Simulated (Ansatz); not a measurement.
# GaN (P6_3mc) in Ansatz: reference runs

Aim: a first look at GaN with PBE, on the cell as given.

Program: Ansatz 0.2.0. These are calculated values, not measurements. Logs are shortened: lines on timing, memory, paths and dates and some standing lists are left out, and cuts for length are marked.

**What was measured.**

“Studying electronic properties in GaN without electrical contacts using γ-γ vs e−-γ Perturbed Angular Correlations”, 2019, pmc:6823545 quotes, for a bulk crystal of GaN: band gap 3.503 ± 0.005 eV (direct).

How close the calculation comes is told below.

## (1) Starting point

The structure is hexagonal, space group P6_3mc (No. 186). Conventional cell: a = 3.180 Å, b = 3.180 Å, c = 5.166 Å, α = 90.00°, β = 90.00°, γ = 120.00°. Ga (site symmetry 3m) is surrounded by 4 N at 1.94 to 1.95 Å. N (site symmetry 3m) is surrounded by 4 Ga at 1.94 to 1.95 Å.

## (2) Single point, PBE

input.yaml reads:

```yaml
crystal:
  lattice:
    - [3.18, 0.0, 0.0]
    - [-1.59, 2.753960784, 0.0]
    - [0.0, 0.0, 5.166]
  atoms:
    - { symbol: Ga, position: [0.6666666667, 0.3333333333, 0.5] }
    - { symbol: Ga, position: [0.3333333333, 0.6666666667, 0.0] }
    - { symbol: "N", position: [0.6666666667, 0.3333333333, 0.875] }
    - { symbol: "N", position: [0.3333333333, 0.6666666667, 0.375] }
kpoints:
  mp_grid: { grid: [10, 10, 5] }
scf:
  occupations: { method: fermi_dirac, width: 0.05 }
hamiltonian:
  xc: pbe
  pseudopotentials: { kind: all_electron, lapw: { basis_error: 0.001 } }
output:
  forces: true
  stress: true
  eigenvalues: true
  populations: true
```

Potentials or basis: all-electron LAPW, scalar-relativistic.

Started as:

```console
ansatz run input.yaml --threads 2 --pin off --max-ram 6144MiB --backend cpu --events-out ev --progress --plain --runs-dir out
```

The log of the run:

```text
Warning: RAYON_NUM_THREADS=2 ignored (pool sized by the plan → 2); use --threads N
Ga: projections on atomic orbitals take those of the free atom 1s2 2s2 2p6 3s2 3p6 3d10 4s2 4p1, of charge +0.00 (hamiltonian.pseudopotentials.projection_atoms)
N: projections on atomic orbitals take those of the free atom 1s2 2s2 2p3, of charge +0.00 (hamiltonian.pseudopotentials.projection_atoms)
LAPW: plane waves up to 10.602 Å⁻¹, error target 1.0e-3 eV per atom; small_component_spin mean_spin; N in spheres of 0.850 Å, 7 of its electrons in bands, Dirac shells []; Ga in spheres of 1.087 Å, 21 of its electrons in bands, Dirac shells [] (how accurate: hamiltonian.pseudopotentials.lapw.basis_error, Limitations)
Engine: ansatz 0.2.0, aarch64-unknown-linux-gnu
Pseudopotentials: kind: all_electron
Pseudopotential: Ga, LAPW, valence charge 21, lapw/all_electron/scalar/gaussian/Ga, Koelling and Harmon's equation, gaussian nucleus
Pseudopotential: N, LAPW, valence charge 7, lapw/all_electron/scalar/gaussian/N, Koelling and Harmon's equation, gaussian nucleus
Functional definition: PBE
  parameter kappa = 0.804
  parameter beta = 0.06672455060314922
  exchange = pbe_x(kappa = kappa, mu = beta*pi^2/3)
  correlation = pbe_c(beta = beta)
Crystal: 4 atoms, lattice volume = 45.242 Å³
Basis set: ecut = 428.23894614191056 eV, 941 PW (Γ), exchange–correlation at level 2
Bands: 34, of which v1, the nominal top of the filled ones, is band 28 counted from 1 (27 counted from 0)
Symmetry: 12 space group operations
Space group: P63mc (ITA 186), of the structure as read, at distance tolerance 3.6e-5 Å
k-points: 42 of 500 (time reversal used)
Non-local potential: Ga, projectors of the file, none
Non-local potential: N, projectors of the file, none
Initial density: superposition of atomic densities (chi_scale 0.1, normalization cell, long waves kept (reshape's long-wave potential 0.00 eV rms))
Initial wavefunctions: plane waves of lowest kinetic energy (no species holds an atomic orbital)
Functional: x = pbe(κ = 0.804, μ = 0.2195149727645171), c = pbe(β = 0.06672455060314922)
iter 1 solved again at ethr=1.90e-2 eV; its pass at ethr=1.00e-1 eV (dr2=1.07e1 eV) is discarded
SCF iter   1: F=—  HF=-108785.754597 eV  |F-HF|=—  |Δ(HF+E_count)|=         —  Δρ=1.38e-1  dr2=1.07e1  ethr=1.90e-2  ⟨swp⟩=2.0  Hψ=9328  notcnv=0
preconditioner: auto → Resta (q_TF=auto, 2.827 Å⁻¹)  ε∞=4.7  [insulator: Δε(μ)=3.377 eV  Ē_g=17.246 eV  σ=0.050 eV  W_gap=1.00  n_scr=22 (ndim 8)  ℏωp=33.1 eV  f_vac=0.000  D(μ)=0.00/eV (n_scr^D=0)  ε∞_Penn≈4.7]
iter 2 solved again at ethr=7.40e-4 eV; its pass at ethr=1.90e-2 eV (dr2=4.15e-1 eV) is discarded
SCF iter   2: F=—  HF=-108781.810299 eV  |F-HF|=—  |Δ(HF+E_count)|=    3.94e0  Δρ=3.18e-2  dr2=4.14e-1  ethr=7.40e-4  ⟨swp⟩=2.0  Hψ=7462  notcnv=0
SCF iter   3: F=—  HF=-108781.750348 eV  |F-HF|=—  |Δ(HF+E_count)|=         —  Δρ=2.49e-2  dr2=3.46e-1  ethr=7.40e-4  ⟨swp⟩=2.0  Hψ=4268  notcnv=0
the basis was enlarged: its passes take 449.8 KiB over the memory plan, 2 of 2 planned eigensolver slots
SCF iter   4: F=—  HF=-108781.808241 eV  |F-HF|=—  |Δ(HF+E_count)|=   5.79e-2  Δρ=9.96e-3  dr2=5.65e-2  ethr=6.18e-4  ⟨swp⟩=2.2  Hψ=4275  notcnv=0
SCF iter   5: F=—  HF=-108781.717917 eV  |F-HF|=—  |Δ(HF+E_count)|=   9.03e-2  Δρ=2.87e-3  dr2=3.81e-3  ethr=1.01e-4  ⟨swp⟩=2.3  Hψ=4311  notcnv=0
SCF iter   6: F=—  HF=-108781.717589 eV  |F-HF|=—  |Δ(HF+E_count)|=   3.28e-4  Δρ=7.58e-4  dr2=3.29e-4  ethr=6.80e-6  ⟨swp⟩=3.0  Hψ=4263  notcnv=0
SCF iter   7: F=—  HF=-108781.717954 eV  |F-HF|=—  |Δ(HF+E_count)|=   3.65e-4  Δρ=2.44e-4  dr2=3.25e-5  ethr=5.88e-7  ⟨swp⟩=3.0  Hψ=4232  notcnv=0
SCF iter   8: F=—  HF=-108781.717967 eV  |F-HF|=—  |Δ(HF+E_count)|=   1.28e-5  Δρ=3.11e-5  dr2=4.09e-7  ethr=5.80e-8  ⟨swp⟩=3.0  Hψ=4320  notcnv=0
SCF iter   9: F=-108781.717967 eV  HF=-108781.717967 eV  |F-HF|=1.20e-8  |Δ(HF+E_count)|=   3.79e-7  Δρ=6.93e-6  dr2=2.20e-8  ethr=7.31e-10  ⟨swp⟩=3.0  Hψ=4268  notcnv=0
SCF 1 converged in 9 iterations: F = -108781.717967 eV  dr2 = 2.20e-8
SCF converged after 9 iterations
Free energy (F): -108781.717967 eV
Harris-Foulkes:  -108781.717967 eV  (|F-HF|=1.20e-8)
Internal energy: -108781.717967 eV  (E = F + TS)
E sigma→0 (E₀):  -108781.717967 eV
Fermi energy:    12.650697 eV
--- Per-component energies (eV) ---
  E_band       = -2891.403030
  E_kinetic    = 110859.500904
  E_xc         = -4498.106322
  E_electrostatic = -215143.112549  (all electrons and nuclei)
  E_smearing   = -0.000000  (= −TS)
  E_closure    = 0.000000  (closes the sum)
  E_atoms      = -108757.374148  (free atoms, spherical and without spin; not in F)
  Σ components = -108781.717967   (vs F -108781.717967, Δ=0.00e0)
  Basis errors (estimates in eV, not in F): energy 4.4e-4 per atom: plane waves 4.0e-4 (2.4e-4 summed), levels above the bands 4.1e-85, relativity 8.6e-8, radial functions 3.5e-5, core shells 2.8e-10; eigenvalues (radial functions only) 5.3e-6; not estimated: angular momenta, meshes, grids; target (lapw.basis_error) 1.0e-3; muffin-tin radii N 0.850 Å, Ga 1.087 Å
--- Forces (eV/Å), atoms counted from 1 ---
  atom   1  Ga    -0.00000000     0.00000000    -0.13633795
  atom   2  Ga    -0.00000000    -0.00000000    -0.13633795
  atom   3  N      0.00000000     0.00000000     0.13633121
  atom   4  N      0.00000000    -0.00000000     0.13633121
  max |Σ_I F_I| component: 1.35e-5 eV/Å
--- Stress (GPa, compression-positive) ---
        6.481152      -0.000000       0.000000
       -0.000000       6.481152      -0.000000
        0.000000      -0.000000       8.632431
  P = ⅓ Tr σ = 7.1982 GPa (71.982 kbar)
--- Band table (eV; the first three rows and the last of 42) ---
  k-point 0: bands = ["-363.4920", "-363.4920", "-130.4285", "-130.4284", "-81.1736", "-81.1735", "-81.1735", "-81.1732", "-81.1732", "-81.1720", "-4.4418", "-3.5070", "-1.8868", "-1.8653", "-1.8653", "-1.8016", "-1.8016", "-1.6111", "-1.6111", "-1.5091", "-1.5091", "-0.2438", "4.4829", "10.5619", "10.5619", "11.5632", "11.6233", "11.6233", "13.6055", "15.9362", "20.8839", "21.5550", "21.5550", "22.4802"]
  k-point 1: bands = ["-363.4920", "-363.4920", "-130.4285", "-130.4285", "-81.1735", "-81.1735", "-81.1735", "-81.1732", "-81.1732", "-81.1722", "-4.3244", "-3.5535", "-1.8631", "-1.8631", "-1.8533", "-1.8112", "-1.8112", "-1.5978", "-1.5978", "-1.5156", "-1.5156", "-0.6393", "5.2046", "10.4974", "10.6586", "10.6586", "11.5174", "11.5174", "14.4818", "16.0113", "20.6162", "21.6011", "21.6032", "21.6032"]
  k-point 2: bands = ["-363.4920", "-363.4920", "-130.4285", "-130.4285", "-81.1734", "-81.1734", "-81.1733", "-81.1733", "-81.1731", "-81.1726", "-4.0302", "-3.7252", "-1.8530", "-1.8530", "-1.8330", "-1.8330", "-1.6992", "-1.5670", "-1.5670", "-1.5358", "-1.5358", "-1.2919", "6.8194", "8.6999", "10.9164", "10.9164", "11.2445", "11.2445", "15.5925", "16.0682", "20.1797", "20.4326", "21.8437", "21.8437"]
  k-point 41: bands = ["-363.4920", "-363.4920", "-130.4284", "-130.4284", "-81.1744", "-81.1744", "-81.1741", "-81.1740", "-81.1726", "-81.1726", "-3.3587", "-3.3414", "-1.7733", "-1.7516", "-1.7378", "-1.6861", "-1.5998", "-1.5974", "-1.5606", "-1.5513", "0.0721", "0.1949", "5.4138", "5.5440", "7.2108", "7.9548", "9.8109", "10.1077", "17.9482", "17.9864", "18.9765", "19.4833", "20.6271", "20.8179"]
--- Löwdin populations: 4 sites ---
  site symbol       q [e]
     0     Ga     30.1893
     1     Ga     30.1893
     2      N      7.7794
     3      N      7.7794
  spilling = 0.000826 (of n_electrons = 76.000000)
```

It took 33 s on 2 threads of Arm Neoverse V1, shared host; peak memory 0.45 GiB.

What came out:

```yaml
Free_energy: -108781.7180 eV
Pressure: 7.2 GPa
Largest_force: 0.136 eV/Å
Band_gap_on_the_k_mesh: 1.98 eV, direct
Loewdin_charges: Ga +0.81; N -0.78 e
```

Forces on the atoms (eV/Å):
```
Ga   0.000  0.000 -0.136
Ga   0.000  0.000 -0.136
N    0.000  0.000  0.136
N    0.000  0.000  0.136
```

## (3) How close it comes

Step 2. Against the measured gap of GaN, 3.503 eV (direct; quoted in “Studying electronic properties in GaN without electrical contacts using γ-γ vs e−-γ Perturbed Angular Correlations”, 2019, pmc:6823545), the calculated 1.98 eV is off by -1.52 eV. Spin-orbit coupling on Ga is left out. The value is that of PBE, without temperature or zero-point motion. Semilocal functionals fall short of measured gaps as a rule.
